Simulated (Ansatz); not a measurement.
**ZnTe under load (space group F-43m): band-edge transport data**

Given:

```
CELL_PARAMETERS angstrom
      0.00000     3.01957     3.01957
      3.01957     0.00000     3.01957
      3.01957     3.01957     0.00000
ATOMIC_POSITIONS crystal
  Zn 0.50000 0.50000 0.50000
  Te 0.25000 0.25000 0.25000
```

Method: r2SCAN with spin-orbit coupling, rigid bands (plane waves, PAW; Ansatz, a first-principles code). Condition of this run: hydrostatic pressure 2 GPa (the target of the relaxation). Cell: cell and atoms relaxed with r2SCAN, then loaded as said.

```yaml
band_gap: 1.71 eV
electron conductivity mass (300 K, dilute): 0.125 mₑ
hole conductivity mass (300 K, dilute): 0.45 mₑ
effective density of states N_c (300 K): 1.1e18 cm⁻³
effective density of states N_v (300 K): 1.5e19 cm⁻³
density_of_states_mass_electrons: 0.123 mₑ
density_of_states_mass_holes: 0.72 mₑ
Seebeck coefficient, n-type 1e19 cm⁻³, 300 K: -80 μV/K
Seebeck coefficient, p-type 1e19 cm⁻³, 300 K: 255 μV/K
best p-type power factor at 300 K for τ = 10 fs (best axis; densities from 1e16 to 1e21 cm⁻³ tried, whether or not they can be reached): 5.3 μW/(cm·K²) at 1e20 cm⁻³
```

Rigid bands; masses and Seebeck coefficients take one relaxation time τ for all states and one kind of carrier; polarons and phonon drag are left out.
